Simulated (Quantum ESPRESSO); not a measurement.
# BAs (F-43m) in Quantum ESPRESSO: a series of runs

One crystal, BAs, is run at these levels: PBE+D3(BJ); tasks: single point, equation of state.

All numbers are computed with Quantum ESPRESSO 7.5; they aren't measurements. Logs are shortened: lines on timing, memory, paths and dates and some standing lists are left out, and cuts for length are marked.

**What was measured.**

From “Basic Physical Properties of Cubic Boron Arsenide”, 2019, arxiv:1911.11281, for a bulk crystal of BAs: bulk modulus 148 GPa.

How close the calculation comes is told below.

## Step 1: The crystal as given

The structure is cubic, space group F-43m (No. 216). The conventional cell has a = 4.777 Å, b = 4.777 Å, c = 4.777 Å, α = 90.00°, β = 90.00°, γ = 90.00°. As (site symmetry -43m) has 4 B at 2.07 Å as nearest neighbours. Around B (site symmetry -43m) lie 4 As at 2.07 Å.

## Step 2: Single point, PBE+D3(BJ), 12.81 Å³/atom

The input, pw.in:

```
&CONTROL
  calculation = 'scf'
  prefix = 'pwscf'
  outdir = './tmp'
  pseudo_dir = './pseudo'
  tprnfor = .true.
  tstress = .true.
  disk_io = 'nowf'
/
&SYSTEM
  ibrav = 0
  nat = 2
  ntyp = 2
  ecutwfc = 84
  nbnd = 15
  occupations = 'smearing'
  smearing = 'fd'
  degauss = 0.00367493
  vdw_corr = 'grimme-d3'
  dftd3_version = 4
/
&ELECTRONS
  conv_thr = 4d-10
  electron_maxstep = 120
  mixing_beta = 0.5
/
ATOMIC_SPECIES
As    74.9216 As.upf
B     10.8100 B.upf
CELL_PARAMETERS angstrom
   0.0000000000    2.3397414207    2.3397414207
   2.3397414207    0.0000000000    2.3397414207
   2.3397414207    2.3397414207    0.0000000000
ATOMIC_POSITIONS crystal
As     0.7500000000    0.7500000000    0.7500000000
B      0.0000000000    0.0000000000    0.0000000000
K_POINTS automatic
10 10 10 0 0 0
```

Potentials or basis: PseudoDojo 0.4.1 SR PBE standard.

The run is started by

```sh
$ OMP_NUM_THREADS=1 pw.x -in pw.in > pw.out
```

pw.out:

```text
This program is part of the open-source Quantum ESPRESSO suite
     for quantum simulation of materials; please cite
         "P. Giannozzi et al., J. Phys.:Condens. Matter 21 395502 (2009);
         "P. Giannozzi et al., J. Phys.:Condens. Matter 29 465901 (2017);
         "P. Giannozzi et al., J. Chem. Phys. 152 154105 (2020);
     in publications or presentations arising from this work. More details at

     Message from routine setup:
     using ibrav=0 with symmetry is DISCOURAGED, use correct ibrav instead

     G-vector sticks info
     --------------------
     sticks:   dense  smooth     PW     G-vecs:    dense   smooth      PW
     Sum         913     913    271                18053    18053    2975

     Using Slab Decomposition

     bravais-lattice index     =            0
     lattice parameter (alat)  =       6.2529  a.u.
     unit-cell volume          =     172.8742 (a.u.)^3
     number of atoms/cell      =            2
     number of atomic types    =            2
     number of electrons       =        18.00
     number of Kohn-Sham states=           15
     kinetic-energy cutoff     =      84.0000  Ry
     charge density cutoff     =     336.0000  Ry
     scf convergence threshold =      4.0E-10
     mixing beta               =       0.5000
     number of iterations used =            8  plain     mixing
     Exchange-correlation= PBE
                           (   1   4   3   4   0   0   0)

     celldm(1)=   6.252904  celldm(2)=   0.000000  celldm(3)=   0.000000
     celldm(4)=   0.000000  celldm(5)=   0.000000  celldm(6)=   0.000000

     crystal axes: (cart. coord. in units of alat)
               a(1) = (   0.000000   0.707107   0.707107 )
               a(2) = (   0.707107   0.000000   0.707107 )
               a(3) = (   0.707107   0.707107   0.000000 )

     reciprocal axes: (cart. coord. in units 2 pi/alat)
               b(1) = ( -0.707107  0.707107  0.707107 )
               b(2) = (  0.707107 -0.707107  0.707107 )
               b(3) = (  0.707107  0.707107 -0.707107 )

     PseudoPot. # 1 for As read from file:
     As.upf
     Pseudo is Norm-conserving + core correction, Zval = 15.0
     Generated using ONCVPSP code by D. R. Hamann
     Using radial grid of 1358 points,  6 beta functions with:
                l(1) =   0
                l(2) =   0
                l(3) =   1
                l(4) =   1
                l(5) =   2
                l(6) =   2

     PseudoPot. # 2 for B  read from file:
     B.upf
     Pseudo is Norm-conserving + core correction, Zval =  3.0
     Generated using ONCVPSP code by D. R. Hamann
     Using radial grid of 1534 points,  4 beta functions with:
                l(1) =   0
                l(2) =   0
                l(3) =   1
                l(4) =   1

     atomic species   valence    mass     pseudopotential
     As               15.00    74.92160     As( 1.00)
     B                 3.00    10.81000     B ( 1.00)

     24 Sym. Ops. (no inversion) found

   Cartesian axes

     site n.     atom                  positions (alat units)
         1        As     tau(   1) = (   1.0606602   1.0606602   1.0606602  )
         2        B      tau(   2) = (   0.0000000   0.0000000   0.0000000  )

     --------------------------------------------
     DFT-D3 Dispersion Correction (3-body terms):
     --------------------------------------------
       Reference C6 values for interpolation:

         atom   Coordination number   C6
         B          0.000           214.36
         B          0.971           150.74
         B          1.944           106.23
         B          2.913            62.89
         B          4.586            56.06
         As         0.000           525.90
         As         0.989           508.38
         As         1.979           482.50
         As         2.971           448.57

       Values used:

         atom   Coordination number  R0_AB[au]  C6      C8
         As         6.892            3.461    448.57  34550.01
         B          4.035            3.039     56.20   2239.53

         Molecular C6 ( Ry / a.u.^6 ) =       820.18

     number of k points=    47  Fermi-Dirac smearing, width (Ry)=  0.0037
                       cart. coord. in units 2pi/alat
        k(    1) = (   0.0000000   0.0000000   0.0000000), wk =   0.0020000
        k(    2) = (   0.0707107   0.0707107  -0.0707107), wk =   0.0160000
        k(    3) = (   0.1414214   0.1414214  -0.1414214), wk =   0.0160000
        k(    4) = (   0.2121320   0.2121320  -0.2121320), wk =   0.0160000
        k(    5) = (   0.2828427   0.2828427  -0.2828427), wk =   0.0160000
        k(    6) = (  -0.3535534  -0.3535534   0.3535534), wk =   0.0080000
[... 39 lines left out ...]
        k(   46) = (  -0.0707107  -0.3535534   0.6363961), wk =   0.0480000
        k(   47) = (  -0.7071068   0.2828427   0.0000000), wk =   0.0240000

     Dense  grid:    18053 G-vectors     FFT dimensions: (  40,  40,  40)

     Initial potential from superposition of free atoms

     starting charge      17.9995, renormalised to      18.0000
     Starting wfcs are   13 randomized atomic wfcs +    2 random wfcs

     Self-consistent Calculation

     iteration #  1     ecut=    84.00 Ry     beta= 0.50
     Davidson diagonalization with overlap
     ethr =  1.00E-02,  avg # of iterations =  5.3

     Threshold (ethr) on eigenvalues was too large:
     Diagonalizing with lowered threshold

     Davidson diagonalization with overlap
     ethr =  9.72E-04,  avg # of iterations =  1.0

     total energy              =    -218.02959333 Ry
     estimated scf accuracy    <       0.17619305 Ry

     iteration #  2     ecut=    84.00 Ry     beta= 0.50
     Davidson diagonalization with overlap
     ethr =  9.79E-04,  avg # of iterations =  2.1

     total energy              =    -218.06075026 Ry
     estimated scf accuracy    <       0.01044893 Ry

     iteration #  3     ecut=    84.00 Ry     beta= 0.50
     Davidson diagonalization with overlap
     ethr =  5.80E-05,  avg # of iterations =  3.5

     total energy              =    -218.06143351 Ry
     estimated scf accuracy    <       0.00164854 Ry
[... 26 lines left out ...]
     total energy              =    -218.06153362 Ry
     estimated scf accuracy    <       0.00000001 Ry

     iteration #  8     ecut=    84.00 Ry     beta= 0.50
     Davidson diagonalization with overlap
     ethr =  7.29E-11,  avg # of iterations =  2.0

     total energy              =    -218.06153363 Ry
     estimated scf accuracy    <          2.2E-09 Ry

     iteration #  9     ecut=    84.00 Ry     beta= 0.50
     Davidson diagonalization with overlap
     ethr =  1.23E-11,  avg # of iterations =  2.0

     End of self-consistent calculation

          k = 0.0000 0.0000 0.0000 (  2229 PWs)   bands (ev):

   -23.6456 -23.6456 -23.6456 -23.6200 -23.6200  -3.6053  12.3705  12.3705
    12.3705  15.7460  15.7460  15.7460  17.8606  22.2957  25.8168

          k = 0.0707 0.0707-0.0707 (  2214 PWs)   bands (ev):

   -23.6452 -23.6447 -23.6447 -23.6200 -23.6200  -3.4318  10.9372  12.0482
    12.0482  16.0064  16.1701  16.1701  18.6131  22.9832  24.6008

          k = 0.1414 0.1414-0.1414 (  2220 PWs)   bands (ev):

   -23.6442 -23.6424 -23.6424 -23.6196 -23.6196  -2.9188   8.4727  11.4393
    11.4393  15.8967  16.9218  16.9218  20.0899  23.8277  23.9966

          k = 0.2121 0.2121-0.2121 (  2235 PWs)   bands (ev):

   -23.6430 -23.6402 -23.6402 -23.6185 -23.6185  -2.1002   6.0645  10.9043
    10.9043  15.6652  17.3128  17.3128  21.1844  24.1497  24.3350
[... 118 lines left out ...]
   -23.6515 -23.6274 -23.6274 -23.6271 -23.6132  -0.1407   4.8333   8.2738
     8.2738  13.5032  14.5983  23.3242  23.3242  25.3011  30.1225

          k =-0.0707-0.6364 0.6364 (  2247 PWs)   bands (ev):

   -23.6508 -23.6276 -23.6264 -23.6262 -23.6131   0.6056   3.9629   7.4857
     8.1975  13.8707  14.8634  23.5721  23.5726  25.4999  29.8983

          k = 0.0000-0.5657 0.5657 (  2253 PWs)   bands (ev):

   -23.6479 -23.6289 -23.6273 -23.6252 -23.6144   0.9425   3.7890   6.3643
     8.4434  14.1728  16.8706  22.7105  23.1287  24.2054  27.1751

          k =-0.7071 0.0000 0.0000 (  2272 PWs)   bands (ev):

   -23.6521 -23.6279 -23.6255 -23.6255 -23.6125   0.9025   3.5041   8.0350
     8.0350  13.7435  13.7727  24.3721  24.3721  25.8346  30.6699

          k = 0.2828 0.1414 0.0000 (  2240 PWs)   bands (ev):

   -23.6460 -23.6391 -23.6389 -23.6217 -23.6175  -2.4664   8.1905   9.3107
    10.9263  15.5116  17.7349  18.7526  18.9270  22.9649  25.4850

          k = 0.3536 0.2121-0.0707 (  2249 PWs)   bands (ev):

   -23.6444 -23.6378 -23.6363 -23.6214 -23.6165  -1.6605   6.2520   8.5800
    10.3343  16.0801  17.6803  18.8353  19.6963  23.6387  25.7880

          k =-0.2828-0.4243 0.5657 (  2256 PWs)   bands (ev):

   -23.6423 -23.6378 -23.6346 -23.6199 -23.6163  -0.6872   4.3965   8.3374
     9.7782  16.2808  17.3258  19.2926  20.7943  24.2549  26.1724

          k =-0.2121-0.3536 0.4950 (  2244 PWs)   bands (ev):

   -23.6411 -23.6381 -23.6341 -23.6188 -23.6166  -0.1067   3.5060   8.2885
     9.5509  16.3243  17.1363  19.3737  21.8929  23.8782  26.9395
[... 28 lines left out ...]
   -23.6492 -23.6301 -23.6277 -23.6255 -23.6139   0.0062   4.7691   7.6158
     8.0251  14.6303  15.5747  21.5466  23.2760  25.1913  28.8098

          k =-0.0707-0.4950 0.6364 (  2243 PWs)   bands (ev):

   -23.6465 -23.6314 -23.6271 -23.6245 -23.6148   0.7465   4.0580   6.5980
     7.9148  15.1654  17.0406  21.0873  22.8208  24.5872  28.0579

          k = 0.0000-0.4243 0.5657 (  2246 PWs)   bands (ev):

   -23.6432 -23.6343 -23.6279 -23.6227 -23.6164   0.7674   4.1098   5.9717
     8.3146  15.5944  19.2443  20.3471  21.3745  23.6576  26.4726

          k =-0.7071 0.1414 0.0000 (  2242 PWs)   bands (ev):

   -23.6497 -23.6280 -23.6271 -23.6252 -23.6135   0.9653   3.6545   7.4745
     7.5479  14.7690  14.8908  23.1507  23.4706  25.4067  29.2745

          k =-0.1414-0.4243 0.7071 (  2254 PWs)   bands (ev):

   -23.6432 -23.6355 -23.6279 -23.6230 -23.6159   0.3803   4.4947   6.5500
     7.9263  16.8829  17.8441  18.8200  22.5533  23.9305  27.2361

          k =-0.0707-0.3536 0.6364 (  2248 PWs)   bands (ev):

   -23.6412 -23.6369 -23.6271 -23.6227 -23.6164   0.8437   4.0942   6.3017
     7.5612  17.1802  18.3685  19.5604  20.7963  24.3120  27.8393

          k =-0.7071 0.2828 0.0000 (  2250 PWs)   bands (ev):

   -23.6435 -23.6342 -23.6264 -23.6236 -23.6157   1.0744   3.9675   6.6507
     6.9107  16.9546  17.4333  20.5953  20.6472  25.2648  28.7874

     the Fermi energy is    12.9195 ev

!    total energy              =    -218.06153363 Ry
     estimated scf accuracy    <          5.7E-11 Ry
     smearing contrib. (-TS)   =      -0.00000001 Ry
     internal energy E=F+TS    =    -218.06153362 Ry

     The total energy is F=E-TS. E is the sum of the following terms:
     one-electron contribution =     -97.90606738 Ry
     hartree contribution      =      59.47760013 Ry
     xc contribution           =     -50.09944959 Ry
     ewald contribution        =    -129.48542412 Ry
     DFT-D3 Dispersion         =      -0.04819265 Ry

     convergence has been achieved in   9 iterations

     Forces acting on atoms (cartesian axes, Ry/au):

     atom    1 type  1   force =    -0.00000000   -0.00000000   -0.00000000
     atom    2 type  2   force =     0.00000000    0.00000000    0.00000000

     Total force =     0.000000     Total SCF correction =     0.000000

     Computing stress (Cartesian axis) and pressure

          total   stress  (Ry/bohr**3)                   (kbar)     P=       89.05
   0.00060533  -0.00000000  -0.00000000           89.05       -0.00       -0.00
  -0.00000000   0.00060533  -0.00000000           -0.00       89.05       -0.00
  -0.00000000  -0.00000000   0.00060533           -0.00       -0.00       89.05

=------------------------------------------------------------------------------=
   JOB DONE.
=------------------------------------------------------------------------------=
```

It took 28 s on 1 thread of Arm Neoverse V1, shared host; peak memory 0.07 GiB.

Results:

```
Free energy            : -2966.8783 eV
Pressure               : 8.9 GPa
Band gap on the k mesh : 1.13 eV, indirect (least direct gap 3.38 eV)
```

## Step 3: Single point, PBE+D3(BJ), 13.08 Å³/atom

pw.in: that of step 2 with these lines changed.

```diff
@@ -30,5 +30,5 @@
 CELL_PARAMETERS angstrom
-   0.0000000000    2.3397414207    2.3397414207
-   2.3397414207    0.0000000000    2.3397414207
-   2.3397414207    2.3397414207    0.0000000000
+   0.0000000000    2.3562190158    2.3562190158
+   2.3562190158    0.0000000000    2.3562190158
+   2.3562190158    2.3562190158    0.0000000000
 ATOMIC_POSITIONS crystal
```

Potentials or basis: PseudoDojo 0.4.1 SR PBE standard.

The run is started by

```sh
$ OMP_NUM_THREADS=1 pw.x -in pw.in > pw.out
```

Wall time 28 s (1 thread of Arm Neoverse V1, shared host); peak memory 0.07 GiB.

Results (log left out):

```
Free energy            : -2966.9025 eV
Pressure               : 5.4 GPa
Band gap on the k mesh : 1.15 eV, indirect (least direct gap 3.35 eV)
```

## Step 4: Single point, PBE+D3(BJ), 13.35 Å³/atom

pw.in: that of step 3 with these lines changed.

```diff
@@ -30,5 +30,5 @@
 CELL_PARAMETERS angstrom
-   0.0000000000    2.3562190158    2.3562190158
-   2.3562190158    0.0000000000    2.3562190158
-   2.3562190158    2.3562190158    0.0000000000
+   0.0000000000    2.3724693156    2.3724693156
+   2.3724693156    0.0000000000    2.3724693156
+   2.3724693156    2.3724693156    0.0000000000
 ATOMIC_POSITIONS crystal
```

The run is started by

```sh
$ OMP_NUM_THREADS=1 pw.x -in pw.in > pw.out
```

It took 28 s on 1 thread of Arm Neoverse V1, shared host; peak memory 0.07 GiB.

It converged, with:

```yaml
Free_energy: -2966.9154 eV
Pressure: 2.2 GPa
Band_gap_on_the_k_mesh: 1.18 eV, indirect (least direct gap 3.32 eV)
```

## Step 5: Single point, PBE+D3(BJ), 13.63 Å³/atom

pw.in: that of step 4 with these lines changed.

```diff
@@ -30,5 +30,5 @@
 CELL_PARAMETERS angstrom
-   0.0000000000    2.3724693156    2.3724693156
-   2.3724693156    0.0000000000    2.3724693156
-   2.3724693156    2.3724693156    0.0000000000
+   0.0000000000    2.3885000000    2.3885000000
+   2.3885000000    0.0000000000    2.3885000000
+   2.3885000000    2.3885000000    0.0000000000
 ATOMIC_POSITIONS crystal
```

The run is started by

```sh
$ OMP_NUM_THREADS=1 pw.x -in pw.in > pw.out
```

It took 28 s on 1 thread of Arm Neoverse V1, shared host; peak memory 0.07 GiB.

It converged, with:

* Free energy: -2966.9180 eV
* Pressure: -0.7 GPa
* Band gap on the k mesh: 1.20 eV, indirect (least direct gap 3.29 eV)

## Step 6: Single point, PBE+D3(BJ), 13.90 Å³/atom

pw.in: that of step 5 with these lines changed.

```diff
@@ -30,5 +30,5 @@
 CELL_PARAMETERS angstrom
-   0.0000000000    2.3885000000    2.3885000000
-   2.3885000000    0.0000000000    2.3885000000
-   2.3885000000    2.3885000000    0.0000000000
+   0.0000000000    2.4043183418    2.4043183418
+   2.4043183418    0.0000000000    2.4043183418
+   2.4043183418    2.4043183418    0.0000000000
 ATOMIC_POSITIONS crystal
```

Potentials or basis: PseudoDojo 0.4.1 SR PBE standard.

The run is started by

```sh
$ OMP_NUM_THREADS=1 pw.x -in pw.in > pw.out
```

Wall time 28 s (1 thread of Arm Neoverse V1, shared host); peak memory 0.08 GiB.

The run converged. Its results:

```
Free energy            : -2966.9113 eV
Pressure               : -3.2 GPa
Band gap on the k mesh : 1.22 eV, indirect (least direct gap 3.27 eV)
```

## Step 7: Single point, PBE+D3(BJ), 14.17 Å³/atom

pw.in: that of step 6 with these lines changed.

```diff
@@ -30,5 +30,5 @@
 CELL_PARAMETERS angstrom
-   0.0000000000    2.4043183418    2.4043183418
-   2.4043183418    0.0000000000    2.4043183418
-   2.4043183418    2.4043183418    0.0000000000
+   0.0000000000    2.4199312360    2.4199312360
+   2.4199312360    0.0000000000    2.4199312360
+   2.4199312360    2.4199312360    0.0000000000
 ATOMIC_POSITIONS crystal
```

The run is started by

```sh
$ OMP_NUM_THREADS=1 pw.x -in pw.in > pw.out
```

It took 29 s on 1 thread of Arm Neoverse V1, shared host; peak memory 0.08 GiB.

It converged, with:

- Free energy: -2966.8963 eV
- Pressure: -5.6 GPa
- Band gap on the k mesh: 1.23 eV, indirect (least direct gap 3.24 eV)

## Step 8: Single point, PBE+D3(BJ), 14.44 Å³/atom

pw.in: that of step 7 with these lines changed.

```diff
@@ -30,5 +30,5 @@
 CELL_PARAMETERS angstrom
-   0.0000000000    2.4199312360    2.4199312360
-   2.4199312360    0.0000000000    2.4199312360
-   2.4199312360    2.4199312360    0.0000000000
+   0.0000000000    2.4353452264    2.4353452264
+   2.4353452264    0.0000000000    2.4353452264
+   2.4353452264    2.4353452264    0.0000000000
 ATOMIC_POSITIONS crystal
```

The run is started by

```sh
$ OMP_NUM_THREADS=1 pw.x -in pw.in > pw.out
```

Run time: 29 s. Hardware: 1 thread of Arm Neoverse V1, shared host; peak memory 0.08 GiB.

The run converged. Its results:

```yaml
Free_energy: -2966.8738 eV
Pressure: -7.7 GPa
Band_gap_on_the_k_mesh: 1.25 eV, indirect (least direct gap 3.22 eV)
```

## Step 9: Equation of state, PBE+D3(BJ)

Potentials or basis: PseudoDojo 0.4.1 SR PBE standard.

This step only gathers the single runs of the series.

What came out:

```yaml
Equilibrium_volume: 13.56 Å³/atom
Bulk_modulus: 139 GPa
Pressure_derivative_of_the_bulk_modulus: 4.2
```

Energy against volume, from the lowest point:
```tsv
volume (Å³/atom)	energy (meV/atom)
12.809	19.83
13.081	7.72
13.354	1.30
13.626	0.00
13.899	3.34
14.171	10.85
14.444	22.11
```

## Step 10: Against experiment

Step 9. Against the measured bulk modulus of BAs, 148 GPa (quoted in “Basic Physical Properties of Cubic Boron Arsenide”, 2019, arxiv:1911.11281), the calculated 139 GPa is off by -6.4 %. The fit is for a static lattice scaled at fixed shape and fixed fractional positions.
